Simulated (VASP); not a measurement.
These are PBE GGA, VASP's PBE PAW potentials (set 64) (plane waves; VASP) values and carry that method's errors.

Input for VASP

### INCAR
```
# general
SYSTEM   =  SrF2
PREC     =  Accurate
ENCUT    =  240
LREAL    =  .False.
LASPH    =  .True.   # aspherical one-centre terms

# electronic loop
EDIFF    =  1E-6   # SCF stop (eV)
NELM     =  100   # most electronic steps
ALGO     =  Normal   # blocked Davidson
LMAXMIX  =  4   # l cut-off of mixed one-centre charges

# smearing
ISMEAR   =  0
SIGMA    =  0.05

# functional
GGA      =  PE

# ions
ISIF     =  2   # forces and stress, cell fixed

# output
LWAVE    =  .False.
LCHARG   =  .False.
```

POSCAR:
```
SrF2
4.1465410
  0.0000000000   0.7071067186   0.7071067186
  0.7071067186   0.0000000000   0.7071067186
  0.7071067186   0.7071067186   0.0000000000
Sr F
1 2
Cart
  0.0000000000   0.0000000000   0.0000000000
  1.0606600779   1.0606600779   1.0606600779
  0.3535533593   0.3535533593   0.3535533593
```

KPOINTS:
```
kpoints
0
gamma
  8 8 8
0.5 0.5 0.5
```

POTCAR, in this order: Sr_sv F (PBE.64 set). Program: vasp_std.

Output of the run:

### OSZICAR
```
       N       E                     dE             d eps       ncg     rms          rms(c)
DAV:   1     0.803652844999E+02    0.80365E+02   -0.93403E+03  2072   0.803E+02
DAV:   2    -0.159585373142E+02   -0.96324E+02   -0.94553E+02  2448   0.221E+02
DAV:   3    -0.183304183055E+02   -0.23719E+01   -0.23700E+01  2720   0.372E+01
DAV:   4    -0.183865229427E+02   -0.56105E-01   -0.56102E-01  2552   0.437E+00
DAV:   5    -0.183884690803E+02   -0.19461E-02   -0.19461E-02  2736   0.535E-01    0.161E+01
DAV:   6    -0.177638918519E+02    0.62458E+00   -0.16168E-01  2432   0.327E+00    0.988E+00
DAV:   7    -0.175789165900E+02    0.18498E+00   -0.31023E-01  2552   0.502E+00    0.495E-01
DAV:   8    -0.175847462481E+02   -0.58297E-02   -0.22789E-02  2568   0.108E+00    0.279E-01
DAV:   9    -0.175867270657E+02   -0.19808E-02   -0.24250E-03  1992   0.311E-01    0.123E-01
DAV:  10    -0.175872751068E+02   -0.54804E-03   -0.10710E-03  2024   0.243E-01    0.422E-02
DAV:  11    -0.175872788247E+02   -0.37179E-05   -0.11817E-04  2680   0.725E-02    0.164E-02
DAV:  12    -0.175872931529E+02   -0.14328E-04   -0.15635E-05  1936   0.263E-02    0.589E-03
DAV:  13    -0.175872935364E+02   -0.38354E-06   -0.65281E-07  2240   0.577E-03
   1 F= -.17587294E+02 E0= -.17587294E+02  d E =-.195875E-20
```

File OUTCAR:
```
------------------------ aborting loop because EDIFF is reached ----------------------------------------
  FORCE on cell =-STRESS in cart. coord.  units (eV):
  Direction    XX          YY          ZZ          XY          YZ          ZX
  --------------------------------------------------------------------------------------
  Total      -40.3219490    -40.3219490    -40.3219490      0.0000000      0.0000000      0.0000000
  in kB    -1281.4725849  -1281.4725849  -1281.4725849      0.0000000      0.0000000      0.0000000
  external PRESSURE =   -1281.4725849 kB  Pullay stress =       0.0000000 kB
  volume of cell :       50.41
      direct lattice vectors                 reciprocal lattice vectors
     0.000000000  2.932047000  2.932047000    -0.170529326  0.170529326  0.170529326
     2.932047000  0.000000000  2.932047000     0.170529326 -0.170529326  0.170529326
     2.932047000  2.932047000  0.000000000     0.170529326  0.170529326 -0.170529326
 POSITION                                       TOTAL-FORCE (eV/Angst)
 -----------------------------------------------------------------------------------
      0.00000      0.00000      0.00000         0.000000     -0.000000     -0.000000
      4.39807      4.39807      4.39807        -0.000000      0.000000      0.000000
      1.46602      1.46602      1.46602         0.000000      0.000000     -0.000000
 -----------------------------------------------------------------------------------
    total drift:                               -0.000000      0.000000      0.000000
  FREE ENERGIE OF THE ION-ELECTRON SYSTEM (eV)
  ---------------------------------------------------
  free  energy   TOTEN  =       -17.5872935364 eV

  energy  without entropy=      -17.5872935364  energy(sigma->0) =      -17.58729354
```
(Selected blocks of OUTCAR.)

At this cut-off the stress carries a Pulay error, which pulls relaxed volumes low.

The structure comes from a computed database's SrF2 entry; how it stands against other phases isn't given here. The cell was not relaxed at this level. The run is one of a series of settings (ENCUT = 240 against the base run), some of them coarse on purpose.
